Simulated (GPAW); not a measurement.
AlO in GPAW: the effect of functional

Crystal: AlO.

```
CELL_PARAMETERS angstrom
2.76919 0.00000 0.00000
0.00000 2.76919 0.00000
0.00000 0.00000 2.76919
ATOMIC_POSITIONS crystal
Al 0.50000 0.50000 0.50000
O 0.00000 0.00000 0.00000
```

The cell was built by a generator and needn't be a form met in nature.

Alike in all runs:

```yaml
Program: GPAW 26.7.0
Task: relaxation of cell and atoms
Cutoff: 800 eV
Basis: pw
k_mesh: 8 × 8 × 8
Occupations: fermi-dirac, width 0.05 eV
Spin: no spin polarisation
```

Each run relaxes the cell or the atoms first.

| functional | potentials or basis | relaxed volume (Å³/atom) |
| --- | --- | --- |
| LDA | the program's PAW data sets (release 1.2.1) made for this functional | ? |
| PBE | GPAW PAW data sets (gpaw-data 1.2.1) | 10.62 |
| PBEsol | PAW data sets generated in the run's folder for this functional | 10.28 |
| BLYP | PAW data sets generated in the run's folder for this functional | 10.99 |
| AM05 | PAW data sets generated in the run's folder for this functional | 10.28 |
| SCAN | GPAW PAW data sets (gpaw-data 1.2.1) | 10.26 |
| TPSS | GPAW PAW data sets (gpaw-data 1.2.1) | 10.41 |
| RPBE | the program's PAW data sets (release 1.2.1) made for this functional | 10.88 |
| PW91 | PAW data sets generated in the run's folder for this functional | 10.62 |

Task: What does the run with functional LDA give?

Result: Relaxed volume 9.99 Å³/atom.

Caveats: later steps reuse the first step's grids; an odd number of electrons without spin polarisation forces a metal; a magnetic or distorted state may lie lower; the relaxation stopped at its first step, so nothing moved (some runs); the PAW data sets were made with another functional, which shifts forces and pressure a little (some runs).
